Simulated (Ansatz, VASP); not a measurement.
Ti4H: VASP beside Ansatz

```
Ti H
1.0
     3.25534    0.00000    0.00000
     0.00000    3.25534    0.00000
     0.00000    0.00000   20.17937
Ti H
4 1
Direct
  0.50000 0.50000 0.19822
  0.00000 0.00000 0.27888
  0.50000 0.50000 0.35519
  0.00000 0.00000 0.43011
  0.25000 0.25000 0.49596
```

Alike in both runs: functional PBE; k mesh 8 × 8 × 1; occupations gaussian, width 0.1 eV; no spin polarisation.

Ansatz relaxed the structure, and its values are those at the end. VASP's run is a single point on that final structure, the one shown.

|  | VASP | Ansatz |
| --- | --- | --- |
| version | VASP 6.6.1 | Ansatz 0.2.0 |
| potentials or method | VASP PAW PBE potentials, release 64 (Ti_sv, H) | scalar-relativistic, plane waves, PAW |
| plane-wave cutoff (eV) | 520 | 420 |
| valence electrons in the cell | 49 | 49 |

```csv
,VASP,Ansatz,Ansatz less VASP
gap on the k mesh at the Fermi level (eV),none,none,-
rms of the force components (eV/Å),0.382,0.382,+0.0003
```

A gap of «none» marks a metal or a gap that the smearing closes. With one functional, cell and mesh, what is left measures potentials, basis and numerics. Ansatz warned: «vacuum_below_fermi».
